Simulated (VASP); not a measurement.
The system is HgTe.

```
CELL_PARAMETERS angstrom
0.00000 3.28916 3.24508
3.28916 0.00000 3.24508
3.28916 3.28916 0.00000
ATOMIC_POSITIONS crystal
Hg 0.00000 0.00000 0.00000
Te 0.25000 0.25000 0.25000
```

The cell was built by a generator and needn't be a form met in nature.

The cell isn't the ideal one: uniaxial_z strain -1.3%.

Base run:

* Program: VASP 6.6.1
* Functional: r2SCAN
* Potentials or basis: VASP PAW PBE potentials, release 64 (Hg, Te)
* Cutoff: 520 eV
* k mesh: 6 × 6 × 6
* Occupations: fermi-dirac, width 0.02 eV
* Spin: no spin polarisation

Its results: band gap on the k mesh 0.04 eV, direct; pressure 0.6 GPa.

**Question.** The run is repeated on the same cell with these changes: functional from r2SCAN to PBE; further incar settings from ALGO = Normal; EDIFF = 1e-06; NBANDS = 16 to ALGO = Fast; EDIFF = 1e-06; NBANDS = 16. What comes out?

**Answer.** Band gap on the k mesh 0.04 eV, direct; pressure 1.9 GPa.

Caveats: spin-orbit coupling is left out, which moves the levels of the heavy elements; the PAW data sets were made with another functional, which shifts forces and pressure a little (some runs).

